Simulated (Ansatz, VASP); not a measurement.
Two plane-wave programs on BaTe

```
Ba Te
1.0
     4.29408    0.00000    0.00000
    -2.14704    3.71878    0.00000
     0.00000    0.00000    4.25454
Ba Te
1 1
Cartesian
  0.0000 2.4792 2.1273
  0.0000 0.0000 0.0000
```

Change from the starting cell: species swapped into the LuTe type (P-6m2, No. 187).

Alike in both runs: task single point; functional PBE; k mesh 6 × 6 × 4; occupations gaussian, width 0.1 eV; no spin polarisation.

|  | VASP | Ansatz |
| --- | --- | --- |
| version | VASP 6.6.1 | Ansatz 0.2.0 |
| potentials or method | VASP PAW PBE potentials, release 64 (Ba_sv, Te) | scalar-relativistic, plane waves, PAW |
| plane-wave cutoff (eV) | 520 | 420 |
| valence electrons in the cell | 16 | 26 |

```tsv
	VASP	Ansatz	Ansatz less VASP
gap on the k mesh at the Fermi level (eV)	0.88	0.97	+0.093
least direct gap on the mesh (eV)	0.88	0.97	+0.093
pressure (GPa)	12.5	11.7	-0.84
largest component of the traceless stress (GPa)	0.27	0.41	+0.141
```

The two sets of potentials don't hold the same shells in valence.

Caveats: spin-orbit coupling is left out, which moves the levels of the heavy elements. A k mesh can miss the band edges.
